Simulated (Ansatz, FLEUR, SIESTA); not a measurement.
One calculation of SnSe, 3 ways

```
Sn Se
1.0
    11.42000    0.00000    0.00000
     0.00000    4.19000    0.00000
     0.00000    0.00000    4.46000
Sn Se
4 4
Direct
  0.87700 0.75000 0.90900
  0.62300 0.25000 0.40900
  0.37700 0.75000 0.59100
  0.12300 0.25000 0.09100
  0.64300 0.75000 0.98400
  0.85700 0.25000 0.48400
  0.14300 0.75000 0.51600
  0.35700 0.25000 0.01600
```

Alike in all runs: task band structure; functional PBEsol; k mesh 3 × 6 × 6; occupations fermi-dirac, width 0.05 eV; no spin polarisation; no spin-orbit coupling. Pressure is positive in compression and, in plane waves, holds the error of the finite cutoff. Gaps are the smaller of the mesh's and the band path's.

| program and potentials | plane-wave cutoff (eV) | notes | band gap (eV) | pressure (GPa) | largest force (eV/Å) |
| --- | --- | --- | --- | --- | --- |
| SIESTA, files PseudoDojo sr-pbesol-0.4.1-standard, DZP (energy shift 0.003 Ry; two zetas on semicore shells) | - | atomic basis | 0.49 | 1.03 | 0.634 |
| Ansatz, all-electron LAPW, scalar-relativistic | - | - | 0.49 | -0.56 | 0.234 |
| FLEUR, all-electron, FLAPW | - | - | 0.48 | - | - |

Force on atom 1 (Sn), eV/Å:

```tsv
program and potentials	x	y	z
SIESTA, files PseudoDojo sr-pbesol-0.4.1-standard, DZP (energy shift 0.003 Ry; two zetas on semicore shells)	0.623	0.000	0.119
Ansatz, all-electron LAPW, scalar-relativistic	0.225	0.000	-0.064
```

The band gap spans 0.48 (FLEUR, all-electron, FLAPW) to 0.49 eV (SIESTA, files PseudoDojo sr-pbesol-0.4.1-standard, DZP (energy shift 0.003 Ry; two zetas on semicore shells)), with all-electron results at 0.48 to 0.49. The pressure spans -0.56 (Ansatz, all-electron LAPW, scalar-relativistic) to 1.03 GPa (SIESTA, files PseudoDojo sr-pbesol-0.4.1-standard, DZP (energy shift 0.003 Ry; two zetas on semicore shells)), with all-electron results at -0.56. Spin-orbit coupling, left out here, moves the band edges of heavy atoms. The paths' points differ, which is worth about 0.01 eV. Rows in atomic bases carry the error of their basis and grid, which can be large.

The functional is the same throughout but for its coding, so the spread measures potentials, basis and numerics; runs on potential files found faulty are left out.
